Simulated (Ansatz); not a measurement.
Here is an Ansatz 0.2.0 calculation.

input.yaml

```yaml
crystal:
  lattice:
    - [-2.24, 2.24, 2.24]
    - [2.24, -2.24, 2.24]
    - [2.24, 2.24, -2.24]
  atoms:
    - { symbol: Ca, position: [0.0, 0.0, 0.0] }
hamiltonian:
  xc: revpbe
  pseudopotentials: { kind: nc, accuracy: standard }
kpoints:
  mp_grid: { grid: [8, 8, 8] }
scf:
  occupations: { method: gaussian, width: 0.15 }
output:
  forces: true
  stress: true
  eigenvalues: true
```

Potentials or basis: PseudoDojo standard (PBE files).

Launch:

```bash
$ ansatz run input.yaml --threads 2 --pin off --max-ram 5120MiB --backend cpu --events-out ev --progress --plain --runs-dir out
```

Q: Estimate the pressure.

A: -0.4 GPa.

Q: Estimate the band gap on the k mesh.

A: None (metal or under the smearing width).

Caveat: the potentials were made for another functional, which shifts forces and pressure; the cell was measured hot, at 740 K.
